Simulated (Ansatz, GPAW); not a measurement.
# Ballistic transport through a Ag chain with one P atom in line, from relaxation to T(E), part 3 of 3

How well does a Ag chain with one P atom in line conduct once its atoms have relaxed, and how much do cheaper levels lose?

GPAW 26.7.0 and Ansatz 0.2.0; Ansatz plane waves; relaxation of the junction with the lead ends held (the session's first sound run).

So far, transmission at the Fermi level (one spin): step 3 (plane waves, PBE) 0.389; step 5 (GPAW, szp: basis = "szp(dzp)", PBE, GPAW) 0.348; step 6 (GPAW, sz: basis = "sz(dzp)", PBE, GPAW) 0.312; step 7 (RPBE in the dzp basis: xc = "RPBE") 0.372; step 8 (the structure as built: geometry = "as built", PBE, GPAW) 0.588. Also open channels of the lead at the Fermi level (one spin): 1 in steps 3, 4 and 8.

**11. Other settings**

One more run, with changed settings.

This step: GPAW LCAO, PAW setups; Landauer transmission from Green's functions with principal layers (ASE), zero bias (GPAW 26.7.0).

run.py

```python
import json
import numpy as np
from ase import Atoms
from ase.transport.calculators import TransportCalculator
from gpaw import GPAW, FermiDirac
from gpaw.lcao.tools import get_lcao_hamiltonian
from scipy.linalg import eigh

# The junction with lead layers at both ends, along the third cell vector
device = Atoms(
    ['Ag', 'Ag', 'Ag', 'Ag', 'Ag', 'Ag', 'Ag', 'P', 'Ag', 'Ag', 'Ag', 'Ag', 'Ag', 'Ag', 'Ag'],
    positions=[
        [4.50000, 4.50000, 1.33000],
        [4.50000, 4.50000, 3.99000],
        [4.50000, 4.50000, 6.65000],
        [4.50000, 4.50000, 9.31000],
        [4.50000, 4.50000, 11.97000],
        [4.39206, 4.65417, 14.75390],
        [4.57860, 4.35036, 17.66436],
        [3.83536, 5.42765, 19.62750],
        [4.57933, 4.34391, 21.58646],
        [4.38635, 4.66003, 24.48105],
        [4.50000, 4.50000, 27.26320],
        [4.50000, 4.50000, 29.92320],
        [4.50000, 4.50000, 32.58320],
        [4.50000, 4.50000, 35.24320],
        [4.50000, 4.50000, 37.90320]],
    cell=[[9.0, 0.0, 0.0], [0.0, 9.0, 0.0], [0.0, 0.0, 39.2332]],
    pbc=True)

# One principal layer of the lead: the first 1 atoms of the device
lead = Atoms(
    ['Ag'],
    positions=[
        [4.50000, 4.50000, 1.33000]],
    cell=[[9.0, 0.0, 0.0], [0.0, 9.0, 0.0], [0.0, 0.0, 2.66]],
    pbc=True)

settings = dict(mode='lcao', basis='dzp', xc='PBE', h=0.2,
                occupations=FermiDirac(0.1), maxiter=100,
                mixer=dict(beta=0.1, nmaxold=8, weight=100.0),
                convergence=dict(density=0.0001))
energies = np.arange(-2, 2 + 1e-9, 0.025)
eta = 0.0001
n1, n2 = 1, 1
# k and -k transmit alike, so half of the mesh across the current serves
mesh = [(i, j) for i in range(n1) for j in range(n2) if (i, j) <= (-i % n1, -j % n2)]
weights = np.array([1 if (i, j) == (-i % n1, -j % n2) else 2 for i, j in mesh]) / (n1 * n2)


def ground_state(atoms, size, txt):
    atoms.calc = GPAW(kpts={'size': size, 'gamma': True}, symmetry={'tolerance': 1e-3}, txt=txt, **settings)
    atoms.get_potential_energy()
    return atoms.calc.get_fermi_level()


def blocks(atoms, fermi, points, nz, cells):
    """H - E_F S and S between cell 0 and the cells above it, at each point across the current."""
    kz = np.arange(nz) / nz
    calc = atoms.calc.fixed_density(kpts=[(*k, z) for k in points for z in kz], symmetry='off', txt=None)
    H, S = get_lcao_hamiltonian(calc)
    H = (H - fermi * S).reshape(len(H), len(points), nz, *S.shape[1:])
    S = S.reshape(H.shape[1:])
    phases = [np.exp(-2j * np.pi * kz * R) / nz for R in cells]
    return [(np.einsum('skzij,z->ksij', H, p), np.einsum('kzij,z->kij', S, p)) for p in phases]


def pair(a, b):
    return np.block([[a, b], [b.T.conj(), a]])


def count_channels(h, s, cells, nk=240):
    """Half the number of times that the lead's bands cross each energy, unfolded to its shortest repeat."""
    b = len(h) // cells
    bands = []
    for k in (np.arange(nk + 1) + 0.5) / nk:
        hk, sk = h[:b, :b].copy(), s[:b, :b].copy()
        for R in range(1, cells):
            phase, block = np.exp(2j * np.pi * k * R), slice(R * b, (R + 1) * b)
            hk += h[:b, block] * phase + (h[:b, block] * phase).T.conj()
            sk += s[:b, block] * phase + (s[:b, block] * phase).T.conj()
        w, u = eigh(sk)
        x = u[:, w > 1e-5] / w[w > 1e-5]**0.5  # drop near-dependent combinations
        bands.append(np.r_[eigh(x.T.conj() @ hk @ x, eigvals_only=True), [1e9] * (w <= 1e-5).sum()])
    below = np.array(bands)[:, :, None] < energies
    return (below[1:] != below[:-1]).sum((0, 1)) / 2


fermi_lead = ground_state(lead, (1, 1, 11), 'lead.txt')
fermi_device = ground_state(device, (1, 1, 2), 'device.txt')
T, channels, eigen, tail, misfit, shifts = [], [], [], 0.0, 0.0, []
for first in range(0, len(mesh), 493):
    points = [(i / n1, j / n2) for i, j in mesh[first:first + 493]]
    (H0k, S0k), (H1k, S1k), (H2k, _) = blocks(lead, fermi_lead, points, 5, range(3))
    [(Hk, Sk)] = blocks(device, fermi_device, points, 2, [0])
    tail = max(tail, abs(H2k).max())
    for H0, S0, H1, S1, H, S in zip(H0k, S0k, H1k, S1k, Hk, Sk):
        n = len(S0)
        # Shift the lead onto the potential of the device's first layer
        shift = ((H[:, 0, 0] - H0[:, 0, 0]) / S0[0, 0]).real.mean()
        shifts.append(shift)
        misfit = max(misfit, abs(H[:, :n, :n] - H0 - shift * S0).max())
        Tk, Ck, Ek = [], [], []
        for s in range(len(H)):
            t = s % len(H0)  # a lead without moments serves both spins
            h1, s1 = pair(H0[t] + shift * S0, H1[t] + shift * S1), pair(S0, S1)
            leads = dict(h1=h1, s1=s1, energies=energies, eta=eta, eta1=eta, eta2=eta)
            calc = TransportCalculator(h=H[s], s=S, eigenchannels=3, **leads)
            Tk.append(calc.get_transmission())
            Ek.append(np.sort(calc.eigenchannels_ne, axis=0)[::-1])
            Ck.append(count_channels(h1, s1, 2))
        T.append(Tk)
        channels.append(Ck)
        eigen.append(Ek)
T, channels = np.array(T), np.array(channels)
mean, open_channels = np.einsum('kse,k->se', T, weights), np.einsum('kse,k->se', channels, weights)

print(f'basis functions: device {len(S)}, principal layer {n}')
print(f'Fermi level: lead {fermi_lead:.4f} eV, device {fermi_device:.4f} eV; lead shifted by {np.mean(shifts):.4f} eV')
print(f'largest coupling past the next layer {tail:.2e} eV, largest misfit of the first layer {misfit:.3f} eV')
print('  E-E_F (eV)   ' + 'T (one spin)  channels')
for e, t, c in zip(energies, mean.T, open_channels.T):
    print(f'{e:10.3f}  ', *[f'{x:11.4e}' for x in t], *[f'{x:9.4f}' for x in c])

kT = 8.617333e-5 * 300
fine = np.linspace(energies[0], energies[-1], 4001)
both = np.exp(np.interp(fine, energies, np.log(np.maximum(mean.sum(0) * 2 / len(mean), 1e-30))))
fermi = lambda mu: 1 / (1 + np.exp(np.clip((fine - mu) / kT, -200, 200)))
slope = fermi(0) * (1 - fermi(0)) / kT
G = np.trapezoid(both * slope, fine) / 2
seebeck = -np.trapezoid(both * slope * fine, fine) / (2 * G * 300) * 1e6
print(f'conductance at 300 K: {G:.5g} G0 a cell; thermopower {seebeck:.4g} uV/K')
bias = [0.1, 0.2, 0.5, 1.0, 1.5, 2.0]
current = [38.74 * np.trapezoid(both * (fermi(V / 2) - fermi(-V / 2)), fine) for V in bias]
for V, I in zip(bias, current):
    print(f'current from the zero-bias T(E) at {V} V: {I:.5g} uA')
zero = abs(energies).argmin()
json.dump(dict(energies=energies.tolist(), T=mean.tolist(), channels=open_channels.tolist(), G=G, seebeck=seebeck,
               bias=bias, current=current, tail=tail, misfit=misfit, shift=np.mean(shifts), n_device=len(S), n_lead=n,
               fermi=[fermi_lead, fermi_device], energy=device.get_potential_energy(),
               moments=device.get_magnetic_moments().tolist(), mesh=mesh, weights=weights.tolist(),
               T_k=T[:, :, zero].tolist(), eigen=np.array(eigen[0]).tolist()), open('result.json', 'w'))
```

The run is started by

```bash
> OMP_NUM_THREADS=1 OPENBLAS_NUM_THREADS=1 python run.py
```

It took 1.8 min on 1 thread of Intel Xeon Platinum 8259CL at 2.50GHz (Skylake/Cascade Lake), shared host; peak memory 1.3 GiB.

The run finished. A setting was moved off its sound value on purpose, so it serves as a test and not as the result.

The fault put into the input: a principal layer that is too short (n_lead = 1 and period = 2.66).

The two runs compared:

| quantity | this run | sound run | difference |
| --- | --- | --- | --- |
| conductance (G₀) | 0.46478 | 0.37260 | 0.0922 |
| largest coupling past the next principal layer (eV) | 0.46596 | 3.555e-5 | 0.466 |
| largest misfit of the first principal layer (eV) | 0.011503 | 0.20927 | -0.198 |
| shift that aligns the lead (eV) | 0.12547 | 0.0029716 | 0.123 |
| basis functions of a principal layer | 27 | 108 | -81 |
| transmission at the Fermi level (one spin) | 0.51015 | 0.37620 | 0.134 |
| open channels of the lead at the Fermi level (one spin) | 2 | 1 | 1 |

The two runs differ clearly in the largest coupling past the next principal layer: 0.466 eV against 3.6e-5 eV.

**12. What came out**

| Item | Value |
| --- | --- |
| conductance | 0.373 G₀ |
| transmission at the Fermi level, mean of the spins | 0.376 |
| thermopower | -8.95 μV/K |
| open channels of the lead there | 1 |

In the dzp basis the junction conducts 0.373 G₀ at 300 K, with T = 0.376 a spin at the Fermi level; the szp basis reaches that conductance within 10 %. Relaxation moved atoms by up to 1.1 Å and took the conductance from 0.586 to 0.373 G₀, as a ratio a larger change than the step from dzp to the minimal basis. Plane waves (PBE) give T = 0.389 there. The scatterer reflects about 62 % of the incoming channels at the Fermi level. At the Fermi level one eigenchannel carries the current (0.38). The negative thermopower says that the thermally weighted transmission is larger above the Fermi level, as for electron-like transport. Measured against the first run (pw-pbe), the nearest curve is that of dzp (r.m.s. 0.065) and the farthest that of asbuilt (0.20). Over the compared runs wall time goes from 80 s (sz) to 169 s (pw-pbe), on a shared host; the plane-wave run used 4 threads and the orbital runs 1. The leads kept an estimated spacing and the cell its length, so the junction may be under some tension or compression. The run had no spin polarisation, so a magnetic state, which chains and small molecules with open shells often have, wasn't tested. An evenly spaced straight chain is an idealisation: free chains tend to dimerise, zigzag or, where a band edge lies near the Fermi level, turn magnetic. The currents use the zero-bias T(E) throughout, which holds only while the bias is small against the distance to the nearest feature.

[Logs are printed without paths, hosts, clocks, repeated set-up lines and the standing remarks that a program may print on its own settings, such as how far it seeks lower states.]

[Hosts, paths, dates, database ids (printed as entryN), source tags and the programs' standing remarks are cut or masked in the printed files.]
